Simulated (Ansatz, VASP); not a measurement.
# One calculation of GaSb, two programs

Contents of INCAR:

```
SYSTEM = GaSb
ALGO = Normal
EDIFF = 1E-7
ENCUT = 520
GGA = PE
ISIF = 2
ISMEAR = -1
LASPH = .TRUE.
LCHARG = .FALSE.
LREAL = .FALSE.
LWAVE = .FALSE.
NBANDS = 16
NELM = 100
PREC = Accurate
SIGMA = 0.05
```

KPOINTS

```
k-points
0
G
  8 8 8
  0 0 0
```

File POSCAR:

```
GaSb
1.0
    0.0000000000      3.0992546163      3.0992546163
    3.0992546163      0.0000000000      3.0992546163
    3.0992546163      3.0992546163      0.0000000000
Sb Ga
1 1
Direct
    0.7500000000      0.7500000000      0.7500000000
    0.0000000000      0.0000000000      0.0000000000
```

Contents of input.yaml:

```yaml
crystal:
  lattice:
    - [0.0, 3.0992546163, 3.0992546163]
    - [3.0992546163, 0.0, 3.0992546163]
    - [3.0992546163, 3.0992546163, 0.0]
  atoms:
    - { symbol: Sb, position: [0.75, 0.75, 0.75] }
    - { symbol: Ga, position: [0.0, 0.0, 0.0] }
hamiltonian:
  xc: pbe
  pseudopotentials: { kind: paw, partial_waves: polarizable }
kpoints:
  mp_grid: { grid: [8, 8, 8] }
scf:
  occupations: { method: fermi_dirac, width: 0.05 }
output:
  forces: true
  stress: true
  eigenvalues: true
  write_density: true
  write_potential: true
  elf: true
  volumetric_format: npy
```

Alike in both runs: task single point; functional PBE; k mesh 8 × 8 × 8; occupations fermi-dirac, width 0.05 eV; no spin polarisation.

```csv
,VASP,Ansatz
version,VASP 6.6.1,Ansatz 0.2.0
potentials or method,"VASP PAW PBE potentials, release 64 (Sb, Ga_d)",Ansatz PAW polarizable
plane-wave cutoff (eV),520,420
valence electrons in the cell,18,28
```

|  | VASP | Ansatz | Ansatz less VASP |
| --- | --- | --- | --- |
| gap on the k mesh at the Fermi level (eV) | none | none | - |
| pressure (GPa) | 0.4 | 0.4 | -0.07 |

A gap of «none» marks a metal or a gap that the smearing closes. The two sets of potentials don't hold the same shells in valence.

Caveats: this crystal is a semiconductor, whose small gap the functional closes, so the metal is an error of the method (VASP). Spin-orbit coupling is left out, which matters for the levels of Sb.
